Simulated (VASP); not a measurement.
H11C2NO4: single point with PBE+D3(BJ)

H11C2NO4:

```xyz
18
Lattice="5.7113 0.0000 0.0000 0.0000 5.7113 0.0000 0.0000 0.0000 5.7113" Properties=species:S:1:pos:R:3 pbc="T T T"
O     1.9098    4.7407    0.3792
O     3.4515    2.9909    2.2896
O     3.8785    1.2856   -0.2097
O     1.0797    0.7866    1.9574
H     2.8351    4.8864   -0.1533
H     2.3306    4.7271    1.2467
H     3.5507    2.0656    2.6109
H     3.7726    2.9807    1.3784
H     4.1987    0.8499   -0.9775
H     4.4539    1.0280    0.5773
H     0.8363    1.3938    2.7058
H     1.8779    0.9126    1.6528
H     1.4392    4.1195    3.2786
H     0.6945    4.1483    4.9471
H    -0.1000    3.2721    3.6692
C     0.5303    4.2246    3.9004
C    -0.3607    5.2346    3.4230
N    -1.1696    6.0621    3.1572
```

The cell was built by a generator and needn't be a form met in nature.

| Property | Result |
| --- | --- |
| Program | VASP 6.6.1 |
| Task | single point |
| Functional | PBE |
| Dispersion | D3(BJ) |
| Potentials or basis | VASP PAW PBE potentials, release 64 (O, H, C, N) |
| Cutoff | 520 eV |
| k mesh | 1 × 1 × 1 |
| Occupations | fermi-dirac, width 0.05 eV |
| Spin | no spin polarisation |
| Dipole correction | no |
| Further INCAR settings | LREAL = Auto; ALGO = Normal; EDIFF = 1e-06; NBANDS = 39 |

```yaml
Pressure: 2.0 GPa
Largest_force: 8.471 eV/Å
Band_gap_on_the_k_mesh: 4.72 eV, direct
Dispersion_energy_per_atom: -0.041 eV
```

Forces on the atoms (eV/Å):
```
O    4.005  0.320 -1.717
O   -0.160 -0.062  0.584
O   -0.398  1.060  3.792
O   -7.721 -0.405  3.460
H   -3.087 -0.267  1.024
H   -0.263 -0.292  1.015
H    0.190  0.279 -0.086
H    0.006 -0.267 -0.433
H    0.859 -0.807 -1.610
H   -0.484  0.205 -1.308
H    0.771 -0.432 -1.036
H    7.325  1.753 -2.798
H   -0.073  0.264  0.362
H    0.239  0.525  1.013
H    0.709  0.761  0.123
C   -1.786 -2.174 -2.693
C   -1.231  1.330  0.252
N    1.101 -1.792  0.056
```

Stress tensor (GPa, compression positive):
```
 2.45  1.33 -3.05
 1.33 -0.61  1.86
-3.05  1.86  4.17
```

Levels at points of the mesh, in eV from the valence-band top:
| k point | band 22 | band 23 | band 24 | band 25 | band 26 | band 27 |
| --- | --- | --- | --- | --- | --- | --- |
| (0.00, 0.00, 0.00) | -0.54 | -0.39 | 0.00 | 4.72 | 5.67 | 5.98 |

Wall time 16 s on 1 thread of Intel(R) Xeon(R) Platinum 8488C (Sapphire Rapids), with other jobs on the host, peak memory 0.24 GiB.

Caveat: the standard files for N, O and F lose accuracy on very short bonds. A hybrid or GW would open this gap; PBE tends to underestimate it.
